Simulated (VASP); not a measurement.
# Nb (P6_3/mmc) in VASP: single point with HSE06

Aim: the single point of Nb with HSE06.

Program: VASP 6.6.1. These are calculated values, not measurements. Logs are shortened: lines on timing, memory, paths and dates and some standing lists are left out, and cuts for length are marked.

**1. Starting point**

It takes space group P6_3/mmc (No. 194, hexagonal). Conventional cell: a = 2.832 Å, b = 2.832 Å, c = 5.181 Å, α = 90.00°, β = 90.00°, γ = 120.00°. Around Nb (site symmetry -6m2) lie 12 Nb at 2.83 to 3.06 Å.

This isn't the form of Nb at room conditions, which is bcc.

**2. Single point, HSE06**

The input, POSCAR:

```
Nb
1.0
    2.8321900000      0.0000000000      0.0000000000
   -1.4160900000      2.4527500000      0.0000000000
    0.0000000000      0.0000000000      5.1814900000
Nb
2
Direct
    0.3333300000      0.6666700000      0.2500000000
    0.6666700000      0.3333300000      0.7500000000
```

The input, INCAR.step1:

```
PREC = Accurate ; ENCUT = 520
EDIFF = 1E-5 ; ISMEAR = 0
SIGMA = 0.1 ; LREAL = False
LASPH = True ; NELM = 80
ALGO = Normal ; ISIF = 2
LWAVE = True ; LCHARG = False
NBANDS = 20 ; GGA = PE
```

The input, INCAR.step2:

```
PREC = Accurate ; ENCUT = 520
EDIFF = 1E-6 ; ISMEAR = 0
SIGMA = 0.1 ; LREAL = False
LASPH = True ; NELM = 80
ALGO = Normal ; ISIF = 2
LWAVE = False ; LCHARG = False
GGA = PE ; LHFCALC = True
HFSCREEN = 0.2 ; PRECFOCK = Fast
NBANDS = 20 ; ISTART = 1
```

The input, KPOINTS:

```
regular mesh
0
Gamma
  9 9 4
```

Potentials or basis: VASP PAW PBE potentials, release 64 (Nb_sv).

Command:

```bash
cat potpaw_PBE.64/Nb_sv/POTCAR > POTCAR
cp INCAR.step1 INCAR
mpirun -np 1 vasp_std > vasp.out
cp INCAR.step2 INCAR
mpirun -np 1 vasp_std > vasp.out
```

OUTCAR:

```text
PREC = Accurate
   ENCUT = 520
   EDIFF = 1E-6
   ISMEAR = 0
   LREAL = False
   LASPH = True
   NELM = 80
   ISIF = 2
   GGA = PE
   LHFCALC = True
   HFSCREEN = 0.2
   PRECFOCK = Fast
   ISTART = 1

 ion  position               nearest neighbor table
   1  0.333  0.667  0.250-
   2  0.667  0.333  0.750-

  LATTYP: Found a hexagonal cell.
 ALAT       =     2.8321900000
 C/A-ratio  =     1.8294994333

  Lattice vectors:

 A1 = (   2.8321900000,   0.0000000000,   0.0000000000)
 A2 = (  -1.4160900000,   2.4527500000,   0.0000000000)
 A3 = (   0.0000000000,   0.0000000000,   5.1814900000)

Analysis of symmetry for initial positions (statically):
=====================================================================
 Subroutine PRICEL returns:
 Original cell was already a primitive cell.

 Routine SETGRP: Setting up the symmetry group for a
 hexagonal supercell.

 Subroutine GETGRP returns: Found  8 space group operations
 (whereof  4 operations were pure point group operations)
 out of a pool of 24 trial point group operations.

The static configuration has the point symmetry C_2h.
 The point group associated with its full space group is D_2h.

Analysis of symmetry for dynamics (positions and initial velocities):
=====================================================================
 Subroutine PRICEL returns:
 Original cell was already a primitive cell.

 Routine SETGRP: Setting up the symmetry group for a
 hexagonal supercell.

 Subroutine GETGRP returns: Found  8 space group operations
 (whereof  4 operations were pure point group operations)
 out of a pool of 24 trial point group operations.

The dynamic configuration has the point symmetry C_2h.
 The point group associated with its full space group is D_2h.

 Subroutine INISYM returns: Found  8 space group operations
 (whereof  4 operations are pure point group operations),
 and found     1 'primitive' translations

----------------------------------------------------------------------------------------

                                     Primitive cell

  volume of cell :      35.9940

  direct lattice vectors                    reciprocal lattice vectors
     2.832190000  0.000000000  0.000000000     0.353083656  0.203852098  0.000000000
[... 84 lines left out ...]
   ENCUT  =  520.0 eV  38.22 Ry    6.18 a.u.   5.27  5.27  9.63*2*pi/ulx,y,z
   NELM   =     80;   NELMIN=  2; NELMDL=  0     # of ELM steps
   EDIFF  = 0.1E-05   stopping-criterion for ELM
   LREAL  =      F    real-space projection
   EDIFFG = 0.1E-04   stopping-criterion for IOM
   NSW    =      0    number of steps for IOM
   IBRION =     -1    ionic relax: 0-MD 1-quasi-New 2-CG
   NFREE  =      0    steps in history (QN), initial steepest desc. (CG)
   ISIF   =      2    stress and relaxation
   ISYM   =      3    0-nonsym 1-usesym 2-fastsym
   POTIM  = 0.5000    time-step for ionic-motion
   TEBEG  =    0.0;   TEEND  =   0.0 temperature during run
   PSTRESS=    0.0 pullay stress
   NELECT =      26.0000    total number of electrons
   NUPDOWN=      -1.0000    fix difference up-down
   EMIN   =  10.00;   EMAX   =-10.00  energy-range for DOS
   EFERMI =   0.00;   METHOD = LEGACY
   ISMEAR =     0;   SIGMA  =   0.10  broadening in eV -4-tet -1-fermi 0-gaus
   EFERMI_NEDOS =   21; number of points for ismear=-14 and -15
   IALGO  =     38    algorithm
   IMIX   =      1    mixing-type and parameters
     AMIX     =   0.40;   BMIX     =  1.00
     AMIX_MAG =   1.60;   BMIX_MAG =  1.00
  volume/ion in A,a.u.               =      18.00       121.45
  Fermi-wavevector in a.u.,A,eV,Ry     =   1.468890  2.775799 29.356431  2.157637
  Thomas-Fermi vector in A             =   2.584333
   LORBIT       =      0    0 simple, 1 ext, 2 COOP (PROOUT), +10 PAW based schemes
   GGA     = PE    functional components
   LHFCALC =     T    Hartree Fock is set to
   PRECFOCK=fast      Normal, Fast or Accurate (Low or Medium for compatibility)
   ENCUT4O =  -1.0   cutoff for four orbital integrals eV
   NKREDX  =     1    reduce k-point grid by
   NKREDY  =     1    reduce k-point grid by
   NKREDZ  =     1    reduce k-point grid by
   AEXX    =    0.2500 exact exchange contribution
   HFSCREEN=    0.2000 screening length (either q_TF or 0.3 A-1)
   HFSCREENC=   0.2000 screening length for correlation (either q_TF or 0.3 A-1)
   ENCUTFOCK=  -1.0 apply spherical cutoff to Coloumb kernel
   IVDW    =     0    specifies the selected vdW correction
   LEPSILON=     F    determine dielectric tensor
   LRPA    =     F    only Hartree local field effects (RPA)
 non-spin polarized calculation
 Gauss-broadening in eV      SIGMA  =   0.10
  energy-cutoff  :      520.00
  volume of cell :       35.99
 maximum number of plane-waves:       986
 NGX is ok and might be reduce to    24
  NGX = 12; NGY = 12; NGZ = 24

 number of electron      25.9999999 magnetization

 Free energy of the ion-electron system (eV)
  ---------------------------------------------------
  ext. energy  EPLUGINS =         0.00000000
  ---------------------------------------------------
  free energy    TOTEN  =       -23.08939776 eV

  energy without entropy =      -23.07200606  energy(sigma->0) =      -23.08070191

 E-fermi :  11.5368     XC(G=0): -10.2125

 val. band max:       11.5339065200   @ k =   0.4444   0.1111   0.2500
 cond. band min:      11.5768192691   @ k =   0.3333  -0.0000   0.0000
 fundamental gap:      0.0429127491
 Fermi energy:        11.5367738725

 k-point     1 :       0.0000    0.0000    0.0000
  band No.  band energies     occupation
      1     -47.1912      2.00000
      2     -47.0286      2.00000
      3     -22.3930      2.00000
      4     -21.1992      2.00000
      5     -20.9318      2.00000
      6     -20.9318      2.00000
[... 541 lines left out ...]
     19      20.2086      0.00000
     20      21.7087      0.00000

 [... further k-points ...]
[... 5 lines left out ...]
  --------------------------------------------------------------------------------------
  -------------------------------------------------------------------------------------
  Total        0.5767715      0.5740624      1.0106148     -0.0023456      0.0000000      0.0000000
  in kB       25.6734398     25.5528522     44.9848126     -0.1044075      0.0000000      0.0000000
  external PRESSURE =      32.0703682 kB  Pullay stress =       0.0000000 kB

 VOLUME and BASIS-vectors are now :
 -----------------------------------------------------------------------------
  energy-cutoff  :      520.00
  volume of cell :       35.99
      direct lattice vectors                 reciprocal lattice vectors
     2.832190000  0.000000000  0.000000000     0.353083656  0.203852098  0.000000000
    -1.416090000  2.452750000  0.000000000     0.000000000  0.407705637  0.000000000
     0.000000000  0.000000000  5.181490000     0.000000000  0.000000000  0.192994679

 POSITION                                       TOTAL-FORCE (eV/Angst)
 -----------------------------------------------------------------------------------
     -0.00001      1.63517      1.29537        -0.000073      0.000042     -0.000000
      1.41611      0.81758      3.88612         0.000073     -0.000042      0.000000
 -----------------------------------------------------------------------------------
    total drift:                               -0.000000     -0.000000     -0.000000

  FREE ENERGIE OF THE ION-ELECTRON SYSTEM (eV)
  ---------------------------------------------------
  free  energy   TOTEN  =       -23.0893977575 eV

  energy  without entropy=      -23.0720060650  energy(sigma->0) =      -23.08070191
```

OSZICAR.step1:

```text
N       E                     dE             d eps       ncg     rms          rms(c)
DAV:   1     0.303204100019E+03    0.30320E+03   -0.14946E+04  3008   0.137E+03
DAV:   2     0.335791734114E+01   -0.29985E+03   -0.29323E+03  3336   0.543E+02
DAV:   3    -0.195225432695E+02   -0.22880E+02   -0.22168E+02  5632   0.108E+02
DAV:   4    -0.205449414637E+02   -0.10224E+01   -0.10159E+01  4076   0.204E+01
DAV:   5    -0.206042905847E+02   -0.59349E-01   -0.59253E-01  4984   0.455E+00    0.101E+01
DAV:   6    -0.199006255218E+02    0.70367E+00   -0.13449E+00  4168   0.114E+01    0.357E+00
DAV:   7    -0.198205418180E+02    0.80084E-01   -0.54502E-01  5260   0.676E+00    0.147E+00
DAV:   8    -0.198332632930E+02   -0.12721E-01   -0.44358E-02  4168   0.210E+00    0.143E-01
DAV:   9    -0.198330042433E+02    0.25905E-03   -0.43220E-03  5048   0.559E-01    0.893E-02
DAV:  10    -0.198330160244E+02   -0.11781E-04   -0.17053E-04  4100   0.145E-01    0.204E-02
DAV:  11    -0.198330019776E+02    0.14047E-04   -0.77566E-06  2108   0.305E-02    0.115E-02
DAV:  12    -0.198330015705E+02    0.40710E-06   -0.22190E-06  1784   0.197E-02
   1 F= -.19833002E+02 E0= -.19825338E+02  d E =-.153267E-01
```

Run time: 78 min. Hardware: 1 thread of Intel Xeon 6975P-C (Granite Rapids), shared host; peak memory 0.32 GiB.

Results:

| Quantity | Value |
| --- | --- |
| Free energy | -23.0894 eV |
| Pressure | 3.2 GPa |
| Band gap on the k mesh | none (metal or under the smearing width) |

Stress tensor (GPa, compression positive):
```
 2.57 -0.01  0.00
-0.01  2.56  0.00
 0.00  0.00  4.50
```

Caveat: the PAW data sets were made with another functional, which shifts forces and pressure a little.
